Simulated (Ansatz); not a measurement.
# Property card for CrO2

Computed with DFT PBE, scalar-relativistic, plane waves, PAW (Ansatz 0.2.0).

Settings: cutoff 420 eV, Γ-centred mesh 8×8×12 on the computed 6-atom cell, Gaussian smearing of 0.10 eV; collinear spin from starting moments 1.92 1.92 0 0 0 0 μB.

The structure is relaxed at this level of theory with its symmetry kept.

The structure is tetragonal, space group P4_2/mnm (No. 136). The conventional cell has a = 4.444 Å, b = 4.444 Å, c = 2.921 Å, α = 90.00°, β = 90.00°, γ = 90.00°. Cr (site symmetry mmm) has 6 O at 1.91 Å as nearest neighbours. Around O (site symmetry m2m) lie 3 Cr at 1.91 Å.

```json
{
  "Volume per atom": "9.62 Å³",
  "Formation energy from the elements' standard states (uncorrected)": "-1.904 eV/atom",
  "Kohn–Sham band gap": "none (metal)",
  "Density of states at the Fermi level": "0.89 states/eV per cell",
  "Löwdin character within 0.5 eV of the Fermi level": "Cr 3d 60 %, O 2p 37 %",
  "Bulk modulus": "228 GPa",
  "Its pressure derivative": "5.0",
  "Bader charges (e)": "Cr (2 in the cell) 1.98, O (4 in the cell) -0.99",
  "Total moment": "4.00 μB per cell",
  "Site moments (μB; atoms counted from 1 over the whole cell)": "Cr (atom 1) 1.75, Cr (atom 2) 1.75, O (atom 3) -0.07, O (atom 4) -0.07, O (atom 5) -0.07, O (atom 6) -0.07"
}
```

Only this magnetic start was tried.